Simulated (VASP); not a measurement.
# CaSe (Fm-3m) in VASP: further runs, part 2 of 2

VASP 6.6.1. Earlier steps stand in the parts before.

## (5) Single point, PBEsol

This run uses another cell than the first one, of 25.83 Å³/atom, 1.042 times its volume.

INCAR

```
PREC = Accurate ; ENCUT = 520
EDIFF = 1E-7 ; ISMEAR = -1
SIGMA = 0.05 ; LREAL = F
LASPH = T ; NELM = 60
ALGO = Normal ; ISIF = 2
LWAVE = F ; LCHARG = F
GGA = PS ; NBANDS = 15
```

KPOINTS

```
Automatic mesh
0
Gamma
  8 8 8
```

POSCAR

```
CaSe
1.0
    0.0000000000      2.9560000000      2.9560000000
    2.9560000000      0.0000000000      2.9560000000
    2.9560000000      2.9560000000      0.0000000000
Se Ca
1 1
Direct
    0.5000000000      0.5000000000      0.5000000000
    0.0000000000      0.0000000000      0.0000000000
```

Potentials or basis: VASP PAW PBE potentials, release 64 (Se, Ca_sv).

Run with:

```sh
$ cat potpaw_PBE.64/Se/POTCAR potpaw_PBE.64/Ca_sv/POTCAR > POTCAR
$ mpirun -np 1 vasp_std > vasp.out
```

OUTCAR:

```text
PREC = Accurate
   ENCUT = 520
   EDIFF = 1E-7
   ISMEAR = -1
   LREAL = F
   LASPH = T
   NELM = 60
   ISIF = 2
   GGA = PS

 ion  position               nearest neighbor table
   1  0.500  0.500  0.500-   2 2.96   2 2.96   2 2.96   2 2.96   2 2.96   2 2.96
   2  0.000  0.000  0.000-   1 2.96   1 2.96   1 2.96   1 2.96   1 2.96   1 2.96

  LATTYP: Found a face centered cubic cell.
 ALAT       =     5.9120000000

  Lattice vectors:

 A1 = (   0.0000000000,   2.9560000000,   2.9560000000)
 A2 = (   2.9560000000,   0.0000000000,   2.9560000000)
 A3 = (   2.9560000000,   2.9560000000,   0.0000000000)

Analysis of symmetry for initial positions (statically):
=====================================================================
 Subroutine PRICEL returns:
 Original cell was already a primitive cell.

 Routine SETGRP: Setting up the symmetry group for a
 face centered cubic supercell.

 Subroutine GETGRP returns: Found 48 space group operations
 (whereof 48 operations were pure point group operations)
 out of a pool of 48 trial point group operations.

The static configuration has the point symmetry O_h .

Analysis of symmetry for dynamics (positions and initial velocities):
=====================================================================
 Subroutine PRICEL returns:
 Original cell was already a primitive cell.

 Routine SETGRP: Setting up the symmetry group for a
 face centered cubic supercell.

 Subroutine GETGRP returns: Found 48 space group operations
 (whereof 48 operations were pure point group operations)
 out of a pool of 48 trial point group operations.

The dynamic configuration has the point symmetry O_h .

 Subroutine INISYM returns: Found 48 space group operations
 (whereof 48 operations are pure point group operations),
 and found     1 'primitive' translations

----------------------------------------------------------------------------------------

                                     Primitive cell

  volume of cell :      51.6587
[... 112 lines left out ...]
  Thomas-Fermi vector in A             =   2.244161
   LORBIT       =      0    0 simple, 1 ext, 2 COOP (PROOUT), +10 PAW based schemes
   GGA     = PS    functional components
   LHFCALC =     F    Hartree Fock is set to
   AEXX    =    0.0000 exact exchange contribution
   IVDW    =     0    specifies the selected vdW correction
   LEPSILON=     F    determine dielectric tensor
   LRPA    =     F    only Hartree local field effects (RPA)
 non-spin polarized calculation
  energy-cutoff  :      520.00
  volume of cell :       51.66
 maximum number of plane-waves:      1411
   NGX = 15   NGY = 15   NGZ = 15

 number of electron      15.9999998 magnetization

 Free energy of the ion-electron system (eV)
  ---------------------------------------------------
  ext. energy  EPLUGINS =         0.00000000
  ---------------------------------------------------
  free energy    TOTEN  =       -10.07167873 eV

  energy without entropy =      -10.07167873  energy(sigma->0) =      -10.07167873

 E-fermi :   3.3042     XC(G=0):  -9.3339

 val. band max:        2.3540630073   @ k =   0.0000   0.0000   0.0000
 cond. band min:       4.2769936458   @ k =   0.5000   0.5000   0.0000
 fundamental gap:      1.9229306385
 Fermi energy:         3.3041734001

 k-point     1 :       0.0000    0.0000    0.0000
  band No.  band energies     occupation
      1     -37.1814      2.00000
      2     -18.2563      2.00000
      3     -18.2563      2.00000
      4     -18.2563      2.00000
      5      -9.4765      2.00000
      6       2.3541      2.00000
      7       2.3541      2.00000
      8       2.3541      2.00000
      9       5.5452      0.00000
     10       6.0020      0.00000
     11       6.0020      0.00000
     12       6.0020      0.00000
     13       6.6050      0.00000
     14       6.6050      0.00000
[... 401 lines left out ...]
      2     -18.3539      2.00000
      3     -18.2907      2.00000
      4     -18.2739      2.00000
      5      -8.7807      2.00000
      6      -0.5288      2.00000
      7       0.6944      2.00000
      8       1.0971      2.00000
      9       6.7621      0.00000
     10       7.0614      0.00000
     11       8.0663      0.00000
     12       8.3306      0.00000
     13       8.6864      0.00000
     14       9.5445      0.00000
     15      10.9430      0.00000

 [... further k-points ...]
[... 5 lines left out ...]
  --------------------------------------------------------------------------------------
  -------------------------------------------------------------------------------------
  Total       -0.2948423     -0.2948423     -0.2948423      0.0000000     -0.0000000      0.0000000
  in kB       -9.1444400     -9.1444400     -9.1444400      0.0000000     -0.0000000      0.0000000
  external PRESSURE =      -9.1444400 kB  Pullay stress =       0.0000000 kB

 VOLUME and BASIS-vectors are now :
 -----------------------------------------------------------------------------
  energy-cutoff  :      520.00
  volume of cell :       51.66
      direct lattice vectors                 reciprocal lattice vectors
     0.000000000  2.956000000  2.956000000    -0.169147497  0.169147497  0.169147497
     2.956000000  0.000000000  2.956000000     0.169147497 -0.169147497  0.169147497
     2.956000000  2.956000000  0.000000000     0.169147497  0.169147497 -0.169147497

 POSITION                                       TOTAL-FORCE (eV/Angst)
 -----------------------------------------------------------------------------------
      2.95600      2.95600      2.95600         0.000000      0.000000     -0.000000
      0.00000      0.00000      0.00000         0.000000     -0.000000      0.000000
 -----------------------------------------------------------------------------------
    total drift:                                0.000000     -0.000000     -0.000000

  FREE ENERGIE OF THE ION-ELECTRON SYSTEM (eV)
  ---------------------------------------------------
  free  energy   TOTEN  =       -10.0716787282 eV

  energy  without entropy=      -10.0716787281  energy(sigma->0) =      -10.07167873
```

It took 15 s on 1 thread of Intel Xeon Platinum 8488C (Sapphire Rapids), shared host; peak memory 0.18 GiB.

What came out:

```yaml
Free_energy: -10.0717 eV
Pressure: -0.9 GPa
Band_gap_on_the_k_mesh: 1.92 eV, indirect (least direct gap 2.87 eV)
```

Levels at points of the mesh, in eV from the valence-band top:
| k point | band 4 | band 5 | band 6 | band 7 | band 8 | band 9 | band 10 | band 11 | band 12 | band 13 |
| --- | --- | --- | --- | --- | --- | --- | --- | --- | --- | --- |
| (0.00, 0.00, 0.00) | -20.61 | -11.83 | 0.00 | 0.00 | 0.00 | 3.19 | 3.65 | 3.65 | 3.65 | 4.25 |
| (0.50, 0.00, 0.00) | -20.62 | -11.12 | -3.34 | -1.22 | -1.22 | 4.38 | 5.45 | 5.49 | 5.49 | 7.55 |
| (0.50, 0.50, 0.00) | -20.64 | -11.24 | -2.56 | -0.95 | -0.95 | 1.92 | 4.94 | 5.04 | 6.03 | 6.04 |

Caveat: the PAW data sets were made with another functional, which shifts forces and pressure a little. A k mesh can miss the band edges.

## (6) Overview

| cell | gap on the mesh (eV) | pressure (GPa) |
| --- | --- | --- |
| a = 4.124 Å, angles 60.0°, 2 atoms | 1.81 | 1.2 |
| a = 4.180 Å, angles 60.0°, 2 atoms | 1.92 | -0.9 |
| a = 4.152 Å, angles 60.0°, 2 atoms | 1.87 | 0.1 |

Alike in all rows: task single point; level PBEsol; potentials or basis VASP PAW PBE potentials, release 64 (Se, Ca_sv); no spin polarisation; k mesh 8 × 8 × 8; cutoff (eV) 520; smearing fermi-dirac 0.05 eV.

Caveats: the PAW data sets were made with another functional, which shifts forces and pressure a little.

Total energies depend on the potentials used, so only differences within one code and one set of settings carry meaning.

## (7) How close it comes

Step 3. A measured gap of CaSe is 3.85 eV (indirect; 2 K; a printed reference work, monograph, original work of 1988); the calculated 1.92 eV misses it by -1.93 eV. So large a miss can be the level of theory's own, or it may mean another phase, state or a wrong row. Spin-orbit coupling on Se is left out. The value is that of PBEsol on a finite k mesh, which can miss the band edges, without temperature or zero-point motion. Semilocal functionals fall short of measured gaps as a rule.
